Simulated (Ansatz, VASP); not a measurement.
Au: VASP beside Ansatz

Contents of POSCAR:

```
Au
1.0
    0.0000000000      2.1201950000      2.1201950000
    2.1201950000      0.0000000000      2.1201950000
    2.1201950000      2.1201950000      0.0000000000
Au
1
Direct
    0.0000000000      0.0000000000      0.0000000000
```

Contents of INCAR.step1:

```
ALGO = Normal
EDIFF = 1E-4
ENCUT = 520
GGA = PE
ISMEAR = -1
LASPH = T
LCHARG = F
LREAL = F
LWAVE = T
NBANDS = 12
NELM = 60
PREC = Accurate
SIGMA = 0.1
```

Contents of INCAR.step2:

```
ALGO = Normal
EDIFF = 1E-6
ENCUT = 520
ISIF = 2
ISMEAR = -1
ISTART = 1
LASPH = T
LCHARG = F
LMIXTAU = T
LREAL = F
LWAVE = F
METAGGA = R2SCAN
NBANDS = 12
NELM = 60
PREC = Accurate
SIGMA = 0.1
```

Contents of KPOINTS:

```
k-points
0
Gamma
  14 14 14
```

Input for Ansatz:

```yaml
crystal:
  lattice:
    - [0.0, 2.120195, 2.120195]
    - [2.120195, 0.0, 2.120195]
    - [2.120195, 2.120195, 0.0]
  atoms:
    - { symbol: Au, position: [0.0, 0.0, 0.0] }
  symmetry: { tolerance: 0.0003 }
kpoints:
  mp_grid: { grid: [14, 14, 14], shift: [0, 0, 0] }
  band_path:
    path:
      - [0.0, 0.0, 0.0]
      - [0.5, 0.0, 0.5]
      - [0.625, 0.25, 0.625]
      - [0.375, 0.375, 0.75]
      - [0.0, 0.0, 0.0]
      - [0.5, 0.5, 0.5]
      - [0.5, 0.25, 0.75]
      - [0.5, 0.0, 0.5]
    npoints: 8
magnetization:
  spin_polarized: false
scf:
  occupations: { method: fermi_dirac }
  lower_state_search: "off"
  max_iter: 200
hamiltonian:
  pseudopotentials: { kind: paw }
  xc: r2scan
basis:
  ecutwfc: 500
  fft_grid_basis: typed
output:
  forces: true
  stress: true
  eigenvalues: true
  bader: true
  populations: true
  elf: true
  write_potential: true
  volumetric_format: npy
  dos:
    e_range: [-12, 8]
    de: 0.05
    projected: { site_lists: { Au: [Au] } }
checkpoint:
  read: saved_state
```

The cell was built by a generator and needn't be a form met in nature.

Alike in both runs: task single point; functional r2SCAN; k mesh 14 × 14 × 14; no spin polarisation.

|  | VASP | Ansatz |
| --- | --- | --- |
| version | VASP 6.6.1 | Ansatz 0.2.0 |
| potentials or method | VASP PAW PBE potentials, release 64 (Au) | PAW plane waves |
| plane-wave cutoff (eV) | 520 | 500 |
| occupations | fermi-dirac, width 0.1 eV | fermi-dirac |
| valence electrons in the cell | 11 | 19 |

```csv
,VASP,Ansatz,Ansatz less VASP
pressure (GPa),-9.7,-9.9,-0.14
```

The two sets of potentials don't hold the same shells in valence.

Caveats: the PAW data sets were made with another functional, which shifts forces and pressure a little (VASP). The runs have no spin-orbit coupling, so splittings on Au are missing.
